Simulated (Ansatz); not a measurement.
Sb under changes of volume

One of the cells (32.896 Å³/atom); the others are scaled copies at fixed shape and fractional positions:

```
Sb
1.0
    -4.03001    4.03001    2.02549
     4.03001   -4.03001    2.02549
     4.03001    4.03001   -2.02549
Sb
4
Direct
  0.65126 0.15126 0.80253
  0.15126 0.34874 0.50000
  0.34874 0.84874 0.19747
  0.84874 0.65126 0.50000
```

This isn't the form of Sb at room conditions, which is rhombohedral.

- Program: Ansatz 0.2.0
- Functional: PBEsol
- Potentials or basis: all-electron LAPW, scalar-relativistic
- Cutoff: 207 eV (chosen from the basis error)
- Basis error allowed: 0.001 eV/atom
- k mesh: 7 × 7 × 7
- Occupations: fermi-dirac, width 0.05 eV
- Spin: no spin polarisation

```tsv
volume (Å³/atom)	energy over the lowest point (meV/atom)	pressure (GPa)	largest force (eV/Å)
30.922	12.25	2.8	0.061
31.580	3.57	1.5	0.024
32.238	0.00	0.3	0.011
32.896	0.99	-0.7	0.044
33.554	6.05	-1.7	0.073
34.212	?	?	?
34.870	26.67	-3.2	0.126
```

What does the run at 34.212 Å³/atom give?

Energy over the lowest point 14.74 meV/atom; pressure -2.5 GPa; largest force 0.101 eV/Å.

Worked out: A Birch-Murnaghan fit of order 3 (a polynomial in V^(-2/3)) to the other rows has its minimum at 32.41 Å³/atom with B0 = V·E''(V) = 53 GPa and B' = 4.6 at fixed shape and positions, which overstates the stiffness. It gives 14.74 meV/atom at 34.212 Å³/atom, against the run's 14.74, and -dE/dV = -2.5 GPa, against -2.5.

Energies are extrapolated to zero smearing.
